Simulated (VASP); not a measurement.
CdF2:

```
Cd F
1.0
     0.00000    2.72224    2.72224
     2.72224    0.00000    2.72224
     2.72224    2.72224    0.00000
Cd F
1 2
Direct
  0.00000 0.00000 0.00000
  0.25000 0.25000 0.25000
  0.75000 0.75000 0.75000
```

* Program: VASP 6.6.1
* Task: relaxation of cell and atoms
* Functional: PBEsol
* Potentials or basis: VASP PAW PBE potentials, release 64 (Cd, F)
* Cutoff: 600 eV
* k mesh: 8 × 8 × 8
* Occupations: gaussian, width 0.02 eV
* Spin: no spin polarisation

At the start: pressure -2.8 GPa; volume 13.45 Å³/atom.

Where does the relaxation end?

Over 3 steps the energy falls by 3.5 meV/atom and the volume is 13.07 Å³/atom (-2.8 %); space group Fm-3m (No. 225, to 0.05 Å).

Step by step:
```tsv
step	energy change (eV)	largest force (eV/Å)	pressure (GPa)	volume (Å³)
1	0.0000	0.0000	-2.84	40.35
2	-0.0098	0.0000	0.72	38.97
3	-0.0104	0.0000	0.00	39.22
```

Final structure:
```
Cd F
1.0
     0.00000    2.69666    2.69666
     2.69666    0.00000    2.69666
     2.69666    2.69666    0.00000
Cd F
1 2
Direct
  0.00000 0.00000 0.00000
  0.25000 0.25000 0.25000
  0.75000 0.75000 0.75000
```

Caveat: the PAW data sets were made with another functional, which shifts forces and pressure a little.
